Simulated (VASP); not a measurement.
Computed with r2SCAN meta-GGA, VASP's PBE PAW potentials (set 64) (plane waves; VASP).

Input for VASP

### INCAR
```
ALGO=Normal
EDIFF=1E-6
EDIFFG=-0.01
ENCUT=480
IBRION=2
ISIF=3
ISMEAR=0
LASPH=.TRUE.
LCHARG=.FALSE.
LMAXMIX=4
LMIXTAU=.TRUE.
LREAL=.FALSE.
LWAVE=.FALSE.
METAGGA=R2SCAN
NELM=100
NSW=60
PREC=Accurate
SIGMA=0.05
SYSTEM=CsCl
```

**POSCAR**
```
CsCl
1
    4.1200000000     0.0000000000     0.0000000000
    0.0000000000     4.1200000000     0.0000000000
    0.0000000000     0.0000000000     4.1200000000
Cs Cl
1 1
Direct
  0.0000000000   0.0000000000   0.0000000000
  0.5000000000   0.5000000000   0.5000000000
```

**KPOINTS**
```
Automatic mesh
0
Gamma
6 6 6
0 0 0
```

POTCAR, in this order: Cs_sv Cl (PBE.64 set). Program: vasp_std.

What VASP printed:

OUTCAR:
```
 ion  position               nearest neighbor table
   1  0.000  0.000  0.000-
   2  0.500  0.500  0.500-
  LATTYP: Found a simple cubic cell.
 ALAT       =     4.1200000000
 Subroutine PRICEL returns:
 Original cell was already a primitive cell.
 Subroutine GETGRP returns: Found 48 space group operations
The static configuration has the point symmetry O_h .
The dynamic configuration has the point symmetry O_h .
 Subroutine INISYM returns: Found 48 space group operations
 Subroutine IBZKPT returns following result:
 Found     20 irreducible k-points:

 Following reciprocal coordinates:
            Coordinates               Weight
  0.000000  0.000000  0.000000      1.000000
  0.166667  0.000000  0.000000      6.000000
  0.333333  0.000000  0.000000      6.000000
  0.500000  0.000000  0.000000      3.000000
  0.166667  0.166667  0.000000     12.000000
  0.333333  0.166667  0.000000     24.000000
  0.500000  0.166667  0.000000     12.000000
  0.333333  0.333333  0.000000     12.000000
  0.500000  0.333333  0.000000     12.000000
...
```

OSZICAR:
```
       N       E                     dE             d eps       ncg     rms          rms(c)
DAV:   1     0.597601186528E+02    0.59760E+02   -0.68189E+03   480   0.110E+03
DAV:   2    -0.332349858116E+02   -0.92995E+02   -0.87566E+02   716   0.186E+02
DAV:   3    -0.395175956203E+02   -0.62826E+01   -0.62604E+01   612   0.554E+01
DAV:   4    -0.395831483104E+02   -0.65553E-01   -0.65530E-01   552   0.680E+00
DAV:   5    -0.395840862995E+02   -0.93799E-03   -0.93794E-03   620   0.811E-01    0.239E+00
DAV:   6    -0.356719354849E+02    0.39122E+01   -0.83565E-01   524   0.873E+00    0.271E+00
DAV:   7    -0.348696497027E+02    0.80229E+00   -0.61343E-01   528   0.717E+00    0.617E-01
DAV:   8    -0.359099314821E+02   -0.10403E+01   -0.45288E-01   480   0.628E+00    0.122E+00
DAV:   9    -0.354401197904E+02    0.46981E+00   -0.32641E-01   480   0.720E+00    0.626E-01
DAV:  10    -0.355016416439E+02   -0.61522E-01   -0.34668E-01   480   0.633E+00    0.173E-01
DAV:  11    -0.355155973704E+02   -0.13956E-01   -0.98660E-03   544   0.137E+00    0.185E-01
DAV:  12    -0.355150097323E+02    0.58764E-03   -0.25628E-03   504   0.703E-01    0.145E-01
DAV:  13    -0.355218346167E+02   -0.68249E-02   -0.51279E-03   492   0.932E-01    0.415E-02
DAV:  14    -0.355227288404E+02   -0.89422E-03   -0.44621E-04   528   0.335E-01    0.713E-03
DAV:  15    -0.355227237610E+02    0.50794E-05   -0.72493E-06   584   0.332E-02    0.444E-03
DAV:  16    -0.355227457762E+02   -0.22015E-04   -0.72510E-05   492   0.113E-01    0.279E-03
DAV:  17    -0.355227662169E+02   -0.20441E-04   -0.13497E-05   496   0.467E-02    0.237E-03
DAV:  18    -0.355227654783E+02    0.73862E-06   -0.55772E-07   404   0.881E-03
   1 F= -.35522765E+02 E0= -.35522765E+02  d E =-.355228E+02
       N       E                     dE             d eps       ncg     rms          rms(c)
DAV:   1    -0.355289052128E+02   -0.61390E-02   -0.12923E-01   480   0.250E+00    0.425E-01
DAV:   2    -0.355244291488E+02    0.44761E-02   -0.75332E-03   496   0.607E-01    0.161E-01
DAV:   3    -0.355235358291E+02    0.89332E-03   -0.30278E-03   480   0.393E-01    0.775E-02
DAV:   4    -0.355235150572E+02    0.20772E-04   -0.37121E-04   480   0.244E-01    0.280E-02
DAV:   5    -0.355235046638E+02    0.10393E-04   -0.21221E-04   480   0.213E-01    0.124E-02
DAV:   6    -0.355235037708E+02    0.89296E-06   -0.15387E-04   480   0.178E-01    0.742E-03
DAV:   7    -0.355235096605E+02   -0.58897E-05   -0.56237E-05   488   0.982E-02    0.470E-03
DAV:   8    -0.355235156298E+02   -0.59693E-05   -0.42289E-06   500   0.290E-02    0.126E-03
DAV:   9    -0.355235151826E+02    0.44722E-06   -0.37187E-07   344   0.608E-03
   2 F= -.35523515E+02 E0= -.35523515E+02  d E =-.749704E-03
       N       E                     dE             d eps       ncg     rms          rms(c)
DAV:   1    -0.355299127728E+02   -0.63971E-02   -0.15072E-01   480   0.270E+00    0.460E-01
DAV:   2    -0.355246728473E+02    0.52399E-02   -0.89142E-03   496   0.659E-01    0.173E-01
DAV:   3    -0.355236227777E+02    0.10501E-02   -0.35259E-03   480   0.426E-01    0.832E-02
DAV:   4    -0.355235992605E+02    0.23517E-04   -0.44055E-04   480   0.269E-01    0.306E-02
DAV:   5    -0.355235923292E+02    0.69313E-05   -0.25482E-04   480   0.234E-01    0.129E-02
DAV:   6    -0.355236027276E+02   -0.10398E-04   -0.17570E-04   480   0.192E-01    0.814E-03
DAV:   7    -0.355236025375E+02    0.19016E-06   -0.65335E-05   488   0.105E-01    0.535E-03
DAV:   8    -0.355236106072E+02   -0.80698E-05   -0.59561E-06   492   0.341E-02    0.131E-03
DAV:   9    -0.355236101271E+02    0.48016E-06   -0.39024E-07   360   0.597E-03
   3 F= -.35523610E+02 E0= -.35523610E+02  d E =-.844649E-03
       N       E                     dE             d eps       ncg     rms          rms(c)
DAV:   1    -0.355242101172E+02   -0.59951E-03   -0.13084E-02   480   0.799E-01    0.136E-01
DAV:   2    -0.355237393040E+02    0.47081E-03   -0.75662E-04   496   0.193E-01    0.511E-02
DAV:   3    -0.355236491687E+02    0.90135E-04   -0.30877E-04   480   0.125E-01    0.251E-02
DAV:   4    -0.355236496117E+02   -0.44296E-06   -0.38883E-05   488   0.801E-02    0.899E-03
DAV:   5    -0.355236590187E+02   -0.94070E-05   -0.24934E-05   484   0.724E-02    0.402E-03
DAV:   6    -0.355236545083E+02    0.45103E-05   -0.19415E-05   488   0.634E-02    0.250E-03
DAV:   7    -0.355236578977E+02   -0.33893E-05   -0.70277E-06   484   0.358E-02    0.155E-03
DAV:   8    -0.355236587568E+02   -0.85914E-06   -0.43105E-07   328   0.944E-03
   4 F= -.35523659E+02 E0= -.35523659E+02  d E =-.893279E-03
```

### OUTCAR
```
------------------------ aborting loop because EDIFF is reached ----------------------------------------
  FORCE on cell =-STRESS in cart. coord.  units (eV):
  Direction    XX          YY          ZZ          XY          YZ          ZX
  --------------------------------------------------------------------------------------
  Total       -0.0063391     -0.0063391     -0.0063391      0.0000000     -0.0000000      0.0000000
  in kB       -0.1430212     -0.1430212     -0.1430212      0.0000000     -0.0000000      0.0000000
  external PRESSURE =      -0.1430212 kB  Pullay stress =       0.0000000 kB
  volume of cell :       71.01
      direct lattice vectors                 reciprocal lattice vectors
     4.141067564  0.000000000  0.000000000     0.241483623  0.000000000  0.000000000
    -0.000000000  4.141067564  0.000000000    -0.000000000  0.241483623 -0.000000000
    -0.000000000  0.000000000  4.141067564    -0.000000000 -0.000000000  0.241483623
 POSITION                                       TOTAL-FORCE (eV/Angst)
 -----------------------------------------------------------------------------------
      0.00000      0.00000      0.00000         0.000000      0.000000      0.000000
      2.07053      2.07053      2.07053        -0.000000      0.000000      0.000000
 -----------------------------------------------------------------------------------
    total drift:                                0.000000      0.000000     -0.000000
  FREE ENERGIE OF THE ION-ELECTRON SYSTEM (eV)
  ---------------------------------------------------
  free  energy   TOTEN  =       -35.5236587568 eV

  energy  without entropy=      -35.5236587568  energy(sigma->0) =      -35.52365876

 reached required accuracy - stopping structural energy minimisation
```
(Selected blocks of OUTCAR.)

CONTCAR:
```
CsCl
   1.00000000000000
     4.1410675635459198    0.0000000000000000    0.0000000000000000
    -0.0000000000000000    4.1410675635459198    0.0000000000000000
    -0.0000000000000000    0.0000000000000000    4.1410675635459198
  Cs              Cl
     1     1
Direct
     0.0000000000000000    0.0000000000000000    0.0000000000000000
     0.5000000000000000    0.5000000000000000    0.5000000000000000
```

OUTCAR:
```
 val. band max:       -0.7568957341   @ k =   0.0000   0.0000   0.0000

 cond. band min:       5.1524814196   @ k =   0.0000   0.0000   0.0000


 Fermi energy:        -0.5080352596

 k-point     1 :       0.0000    0.0000    0.0000
  band No.  band energies     occupation
      1     -20.6610      2.00000
      2     -13.4686      2.00000
      3      -6.7795      2.00000
      4      -6.7795      2.00000
      5      -6.7795      2.00000
      6      -0.7569      2.00000
      7      -0.7569      2.00000
      8      -0.7569      2.00000
      9       5.1525      0.00000
     10       5.1525      0.00000
     11       5.2353      0.00000
     12       9.9428      0.00000

 k-point     2 :       0.1667    0.0000    0.0000
  band No.  band energies     occupation
      1     -20.6404      2.00000
      2     -13.4781      2.00000
      3      -6.9231      2.00000
      4      -6.7462      2.00000
      5      -6.7462      2.00000
      6      -1.0843      2.00000
      7      -0.8109      2.00000
      8      -0.8109      2.00000
      9       5.3400      0.00000
     10       5.7368      0.00000
     11       5.9248      0.00000
     12       9.7246      0.00000

 k-point     3 :       0.3333    0.0000    0.0000
  band No.  band energies     occupation
      1     -20.5990      2.00000
      2     -13.4997      2.00000
      3      -7.1813      2.00000
      4      -6.6774      2.00000
      5      -6.6774      2.00000
      6      -1.6382      2.00000
      7      -0.9234      2.00000
      8      -0.9234      2.00000
      9       5.8267      0.00000
     10       6.8610      0.00000
     11       7.6516      0.00000
     12       9.4604      0.00000

 k-point     4 :       0.5000    0.0000    0.0000
  band No.  band energies     occupation
      1     -20.5779      2.00000
      2     -13.5119      2.00000
      3      -7.2978      2.00000
      4      -6.6420      2.00000
      5      -6.6420      2.00000
      6      -1.8811      2.00000
...
```

Unless said otherwise, spin-orbit coupling is left out, though it shifts the bands of the heavy elements here.

The compound is CsCl in the CsCl type structure. This run relaxes it. Symmetry was kept, so distortions that lower it aren't found.
